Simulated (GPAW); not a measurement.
Crystal: Sn.

```xyz
2
Lattice="0.0000 3.2333 3.2333 3.2333 0.0000 3.2333 3.2333 3.2333 0.0000" Properties=species:S:1:pos:R:3 pbc="T T T"
Sn    4.8500    4.8500    4.8500
Sn    3.2333    3.2333    3.2333
```

This isn't the form of Sn at room conditions, which is tetragonal (white tin).

* Program: GPAW 26.7.0
* Task: relaxation of cell and atoms
* Functional: SCAN
* Potentials or basis: GPAW PAW data sets (gpaw-data 1.2.1)
* Cutoff: 600 eV
* Basis: pw
* k mesh: 6 × 6 × 6
* Occupations: fermi-dirac, width 0.05 eV
* Spin: no spin polarisation

At the start: pressure 1.6 GPa; volume 33.80 Å³/atom.

Problem. Where does the relaxation end?

Solution. Over 3 steps the energy falls by 6.0 meV/atom and the volume is 34.96 Å³/atom (+3.4 %); space group Fd-3m (No. 227, to 0.05 Å).

Step by step:
| step | energy change (eV) | largest force (eV/Å) | pressure (GPa) | volume (Å³) |
| --- | --- | --- | --- | --- |
| 1 | 0.0000 | 0.0000 | 1.60 | 67.61 |
| 2 | -0.0044 | 0.0000 | 1.25 | 68.10 |
| 3 | -0.0119 | 0.0000 | 0.06 | 69.92 |

Final structure:
```
CELL_PARAMETERS angstrom
0.00000 3.26981 3.26981
3.26981 0.00000 3.26981
3.26981 3.26981 0.00000
ATOMIC_POSITIONS crystal
Sn 0.75000 0.75000 0.75000
Sn 0.50000 0.50000 0.50000
```

Caveat: later steps reuse the first step's grids; the PAW data sets were made with another functional, which shifts forces and pressure a little.
